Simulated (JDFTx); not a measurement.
**AlN: equation of state with PBE**

AlN:

```
Al N
1.0
     0.00000    2.18399    2.18399
     2.18399    0.00000    2.18399
     2.18399    2.18399    0.00000
Al N
1 1
Cartesian
  0.0000 0.0000 0.0000
  1.0920 1.0920 1.0920
```

Measurements of this composition are mostly on another form, of space group No. 186.

| Quantity | Value |
| --- | --- |
| Program | JDFTx 1.7.0 (patched build) |
| Task | equation of state |
| Functional | PBE |
| Potentials or basis | PseudoDojo-SR-PBE-0.5-standard |
| Cutoff | 1143 eV |
| Density cutoff | 9143 eV |
| k mesh | 10 × 10 × 10 |
| Occupations | fermi-dirac, width 0.05 eV |
| Spin | no spin polarisation |

| Quantity | Value |
| --- | --- |
| Equilibrium volume | 10.65 Å³/atom |
| Bulk modulus | 193 GPa |
| Pressure derivative of the bulk modulus | 3.9 |

Energy against volume, from the lowest point:
```
volume (Å³/atom)  energy (meV/atom)
           9.792              47.94
          10.001              26.58
          10.209              11.87
          10.417               3.20
          10.626               0.00
          10.834               1.78
          11.042               8.07
```
